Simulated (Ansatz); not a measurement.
Convergence notes, G0W0 on CaO (rocksalt)

CaO (rocksalt), relaxed with r2SCAN; one-shot G0W0 in Ansatz without spin-orbit coupling. (Simulation; spin polarisation is off.)

```
CELL_PARAMETERS angstrom
0.00000 2.39755 2.39755
2.39755 0.00000 2.39755
2.39755 2.39755 0.00000
ATOMIC_POSITIONS crystal
Ca 0.00000 0.00000 0.00000
O 0.50000 0.50000 0.50000
```

Gaps are read over the mesh points alone. G0W0 values are finite-basis, finite-mesh values.
```csv
start,potentials,frequency model,mesh,empty bands,screening cutoff (eV),Kohn-Sham gap (eV),G0W0 gap (eV),rough cost
PBE,PAW,contour deformation,4×4×4,44,80,3.65,5.66,5 core-seconds
PBE,PAW,contour deformation,4×4×4,103,140,3.65,5.81,12 core-seconds
PBE,PAW,contour deformation,4×4×4,190,210,3.65,5.92,30 core-seconds
HSE06,PAW,contour deformation,4×4×4,103,140,5.31,6.53,40 core-seconds
LDA,PAW,contour deformation,4×4×4,103,140,3.47,5.85,12 core-seconds
r2SCAN,PAW,contour deformation,4×4×4,103,140,4.19,6.08,17 core-seconds
PBE,PAW,Godby-Needs pole,4×4×4,103,140,3.65,5.79,12 core-seconds
PBE,PAW,contour deformation,8×8×8,44,80,3.65,5.68,2.4 core-minutes
PBE,norm-conserving,contour deformation,4×4×4,103,140,3.64,5.74,30 core-seconds
```

G0W0 moves the gap on the mesh from 3.65 eV (PBE) to 5.92 eV (Γ to X). Renormalisation factors Z lie between 0.75 and 0.83.

Raising bands and cutoff together moves the gap by +0.15 eV (80 to 140 eV), then +0.11 eV (140 to 210 eV); the last step is still large, so the basis limit isn't reached. Starting from HSE06 (5.31 eV against PBE's 3.65 eV) gives 6.53 eV, +0.72 eV from G0W0@PBE at the same screening cutoff. Starting from LDA (3.47 eV against PBE's 3.65 eV) gives 5.85 eV, +0.04 eV from G0W0@PBE at the same screening cutoff. Starting from r2SCAN (4.19 eV against PBE's 3.65 eV) gives 6.08 eV, +0.27 eV from G0W0@PBE at the same screening cutoff. The Godby-Needs plasmon pole differs from contour deformation by -0.02 eV. An 8×8×8 mesh in place of 4×4×4 changes the opening over PBE by +0.02 eV (the gap on the mesh by +0.02 eV). Norm-conserving potentials (wave cutoff 1240 eV against 420 eV) shift the quasiparticle gap by -0.07 eV and the PBE gap by -0.01 eV. r2SCAN runs take a wave cutoff of 500 eV.
